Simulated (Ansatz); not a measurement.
**Sc: strong compression**

One table from this session's results is given with a row withheld; the runs are named, their logs left out.

Method: DFT, PBE, PAW with Ansatz's default frozen-core files, scalar-relativistic, in Ansatz 0.2.0.

1 further run of the same task is left out (it didn't finish).

## The system as given

Symmetry: P6/mmm, No. 191, hexagonal system. Conventional cell: a = 5.170 Å, b = 5.170 Å, c = 3.205 Å, α = 90.00°, β = 90.00°, γ = 120.00°. Sc (site symmetry 6/mmm) has 14 Sc at 3.21 to 3.39 Å as nearest neighbours. Around Sc (site symmetry -6m2) lie 11 Sc at 2.98 to 3.39 Å.

Structure file:

```
CELL_PARAMETERS angstrom
5.17009 0.00000 0.00000
-2.58504 4.47743 0.00000
0.00000 0.00000 3.20545
ATOMIC_POSITIONS crystal
Sc 0.00000 0.00000 0.00000
Sc 0.33333 0.66667 0.50000
Sc 0.66667 0.33333 0.50000
```

Whether this phase is the stable one at these pressures isn't tested.

Atoms are numbered in the order of the input: Sc1, Sc2, Sc3.

Set-up of the first run:

input.yaml

```yaml
crystal:
  lattice:
    - [5.170085953, 0.0, 0.0]
    - [-2.5850429765, 4.477425775, 0.0]
    - [0.0, 0.0, 3.2054532908]
  atoms:
    - { symbol: Sc, position: [0.0, 0.0, 0.0] }
    - { symbol: Sc, position: [0.3333333333, 0.6666666667, 0.5] }
    - { symbol: Sc, position: [0.6666666667, 0.3333333333, 0.5] }
kpoints:
  mp_grid: { grid: [8, 8, 11] }
scf:
  occupations: { method: fermi_dirac, width: 0.05 }
hamiltonian:
  xc: pbe
  pseudopotentials: { kind: paw }
output:
  forces: true
  stress: true
  write_density: true
  write_potential: true
  elf: true
  volumetric_format: npy
relax:
  f_tol: 0.005
  max_steps: 40
  cell: {}
```

Started as:

```console
> ansatz run input.yaml --threads 1 --pin off --max-ram 3072MiB --backend cpu --events-out ev --progress --plain --runs-dir out
```

Steps of the session up to this table: Cell relaxed at zero pressure, PAW; Volume scaled by 1, PAW; Shape and atoms relaxed at 0.92 of the volume, PAW; Volume scaled by 0.92, PAW; Shape and atoms relaxed at 0.84 of the volume, PAW; Volume scaled by 0.84, PAW; Shape and atoms relaxed at 0.76 of the volume, PAW; Volume scaled by 0.76, PAW; Shape and atoms relaxed at 0.45 of the volume, PAW; Volume scaled by 0.45, PAW; Volume scaled by 0.45, PAW (cutoff 250 eV).

One of the session's tables, all rows but one given; the rest of the session is left out.

```
             method  volume over the first  volume (Å³/atom)  pressure (GPa)
                PAW                      1            24.486           -0.02
                PAW                   0.92                 ?               ?
                PAW                   0.84            20.568           12.27
                PAW                   0.76            18.610           22.26
                PAW                   0.45            11.019          128.89
PAW (cutoff 250 eV)                   0.45            11.019          130.95
```

Q: Estimate the row for PAW, 0.92 from the others.

As computed: volume (Å³/atom): 22.527; pressure (GPa): 5.07. In the column «volume (Å³/atom)» it lies between PAW, 0.84 (20.568) and PAW, 1 (24.486).

Limits of these values: Warnings in the runs' records: cutoff below recommended.
